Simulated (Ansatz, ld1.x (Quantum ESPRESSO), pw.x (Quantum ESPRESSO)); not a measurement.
# What a changed setting does to a pw.x run (bcc Ti)

Potential: norm-conserving Troullier–Martins (Kleinman–Bylander form), ld1.x (Quantum ESPRESSO) 7.5, PBE; core [Ar], reference 3d2 4s1.75 4p0.25; waves: 4s (bound): rc 2.84 bohr; 4p (bound): rc 3.65 bohr; 3d (bound): rc 2.60 bohr; local part: all-electron potential smoothed inside 2.50 bohr (lloc = -1); core correction: a·sin(br)/r model core inside 1.00 bohr.

The reference run (k-mesh 14³, cutoffs 50/200 Ry, Fermi–Dirac 0.01 Ry, mixing_beta 0.4, conv_thr 1e-9, no spin) gives 0.92 GPa at 17.343 Å³/atom, where all-electron LAPW gives 0.23 GPa. This run, with its own iteration cap, changes degauss to 1e-05, a wrong or extreme entry chosen on purpose.

```
&control
  calculation='scf', prefix='x', pseudo_dir='./', outdir='./tmp', tstress=.true., disk_io='none'
/
&system
  ibrav=0, nat=1, ntyp=1, ecutwfc=50, ecutrho=200, nbnd=9,
  occupations='smearing', smearing='fd', degauss=1e-05
/
&electrons
  conv_thr=1e-09, mixing_beta=0.4, electron_maxstep=70
/
ATOMIC_SPECIES
Ti 1.0 Ti.UPF
CELL_PARAMETERS angstrom
  -1.63062743 1.63062743 1.63062743
  1.63062743 -1.63062743 1.63062743
  1.63062743 1.63062743 -1.63062743
ATOMIC_POSITIONS crystal
Ti 0.0000 0.0000 0.0000
K_POINTS automatic
14 14 14 0 0 0
```

```bash
pw.x < Ti.scf.in > Ti.scf.out
```

**Question.** How does the run end?

**Answer.** It converges in 6 iterations; the free energy moves by +74.1 meV/atom and the pressure by -0.62 GPa. With next to no smearing the run approaches the zero-width result on this mesh, which converges more slowly with k-points.

```
Message from routine setup:
     using ibrav=0 with symmetry is DISCOURAGED, use correct ibrav instead
     lattice parameter (alat)  =       5.3372  a.u.
     unit-cell volume          =     117.0364 (a.u.)^3
     number of electrons       =         4.00
     number of Kohn-Sham states=            9
     kinetic-energy cutoff     =      50.0000  Ry
     charge density cutoff     =     200.0000  Ry
     scf convergence threshold =      1.0E-09
     Exchange-correlation= PBE
     number of k points=   104  Fermi-Dirac smearing, width (Ry)=  0.0000
     iteration #  1     ecut=    50.00 Ry     beta= 0.40
     total energy              =     -19.76463779 Ry
     estimated scf accuracy    <       0.03825408 Ry
     iteration #  2     ecut=    50.00 Ry     beta= 0.40
     total energy              =     -19.76834588 Ry
     estimated scf accuracy    <       0.00159026 Ry
     iteration #  3     ecut=    50.00 Ry     beta= 0.40
     total energy              =     -19.76867521 Ry
     estimated scf accuracy    <       0.00002324 Ry
     iteration #  4     ecut=    50.00 Ry     beta= 0.40
     total energy              =     -19.76867749 Ry
     estimated scf accuracy    <       0.00000004 Ry
     iteration #  5     ecut=    50.00 Ry     beta= 0.40
     total energy              =     -19.76867752 Ry
     estimated scf accuracy    <          3.0E-09 Ry
     iteration #  6     ecut=    50.00 Ry     beta= 0.40
     the Fermi energy is     8.1470 ev
!    total energy              =     -19.76867752 Ry
     estimated scf accuracy    <          8.8E-10 Ry
     smearing contrib. (-TS)   =      -0.00000032 Ry
     The total energy is F=E-TS. E is the sum of the following terms:
     one-electron contribution =       5.76855081 Ry
     hartree contribution      =       0.16631847 Ry
     xc contribution           =     -16.25540701 Ry
     ewald contribution        =      -9.44813947 Ry
     convergence has been achieved in   6 iterations
          total   stress  (Ry/bohr**3)                   (kbar)     P=        3.03
     Message from routine punch:
     Nothing written, as per user request (disk_io='none')
```

The run took about 5.3 s on one core of a shared host (Neoverse-V2, 96 threads, 742 GiB, load 64).
